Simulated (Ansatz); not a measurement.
## Ag: single point with PBE

Ag:

```
Ag
1.0
     2.88620    0.00000    0.00000
    -1.44310    2.49952    0.00000
     0.00000    0.00000   10.00000
Ag
4
Direct
  0.99215 0.96562 0.50082
  0.00119 0.00955 0.00648
  0.66805 0.34516 0.75186
  0.33822 0.66721 0.24793
```

This isn't the form of Ag at room conditions, which is fcc.

The cell isn't the ideal one: atoms moved at random, drawn with an rms of 0.05 Å.

| Quantity | Value |
| --- | --- |
| Program | Ansatz 0.2.0 |
| Task | single point |
| Functional | PBE |
| Potentials or basis | Ansatz PAW |
| Cutoff | 420 eV (not typed: the program's choice for these potentials) |
| k mesh | 11 × 11 × 3 |
| Occupations | fermi-dirac, width 0.05 eV |
| Spin | no spin polarisation |

```json
{
  "Pressure": "-0.4 GPa",
  "Largest force": "0.263 eV/Å",
  "Band gap on the k mesh": "none (metal or under the smearing width)"
}
```

Forces in eV/Å, atoms in the order of the input:
```
Ag  -0.012  0.055 -0.015
Ag   0.009 -0.008 -0.263
Ag   0.008 -0.037  0.051
Ag  -0.005 -0.010  0.227
```

Stress tensor (GPa, compression positive):
```
 0.78  0.05 -0.04
 0.05  0.86 -0.03
-0.04 -0.03 -2.88
```

Levels at points of the mesh, in eV from the Fermi level:
```tsv
k point	band 36	band 37	band 38	band 39	band 40	band 41
(0.00, 0.00, 0.00)	-3.38	-3.35	-3.09	-3.06	-0.70	2.49
```

Run time: 22 s on 2 threads of AMD EPYC 7B13 (Zen 3), on a shared host, peak memory 0.69 GiB.
